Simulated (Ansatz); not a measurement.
# CsPbCl3 under changes of volume

One of the cells (35.217 Å³/atom); the others are scaled copies at fixed shape and fractional positions:

```
Pb Cs Cl
1.0
     5.60500    0.00000    0.00000
     0.00000    5.60500    0.00000
     0.00000    0.00000    5.60500
Pb Cs Cl
1 1 3
Direct
  0.50000 0.50000 0.50000
  0.00000 0.00000 0.00000
  0.50000 0.00000 0.50000
  0.00000 0.50000 0.50000
  0.50000 0.50000 0.00000
```

- Program: Ansatz 0.2.0
- Functional: r2SCAN
- Potentials or basis: Ansatz PAW
- Cutoff: 500 eV (not typed: the program's choice for these potentials)
- k mesh: 5 × 5 × 5
- Occupations: fermi-dirac, width 0.05 eV
- Spin: spin-orbit coupling, no magnetisation

```csv
volume (Å³/atom),energy over the lowest point (meV/atom),pressure (GPa),gap on the mesh (eV)
33.104,25.87,2.8,2.11
33.809,?,?,?
34.513,7.40,1.4,2.20
35.217,2.51,0.8,2.23
35.922,0.13,0.3,2.27
36.626,0.00,-0.2,2.30
37.330,1.88,-0.6,2.33
```

Problem. What does the run at 33.809 Å³/atom give?

Solution. Energy over the lowest point 15.07 meV/atom; pressure 2.1 GPa; gap on the mesh 2.16 eV.

Worked out: A Birch-Murnaghan fit of order 3 (a polynomial in V^(-2/3)) to the other rows has its minimum at 36.32 Å³/atom with B0 = V·E''(V) = 25 GPa and B' = 4.5. It gives 15.07 meV/atom at 33.809 Å³/atom, against the run's 15.07, and -dE/dV = 2.1 GPa, against 2.1. A straight line through the other rows of the gap, of slope 1.82 eV per unit of ln V (its deformation potential), gives 2.15 eV, against the run's 2.16.

Energies are extrapolated to zero smearing.

Caveats: odd divisions of the mesh miss points on the zone boundary, where band edges often lie, so the gap on the mesh can be too wide; the PAW data sets come from PBE, with cores solved anew for the run's functional, which leaves a small shift of forces and pressure.

A mesh can miss the band edges.
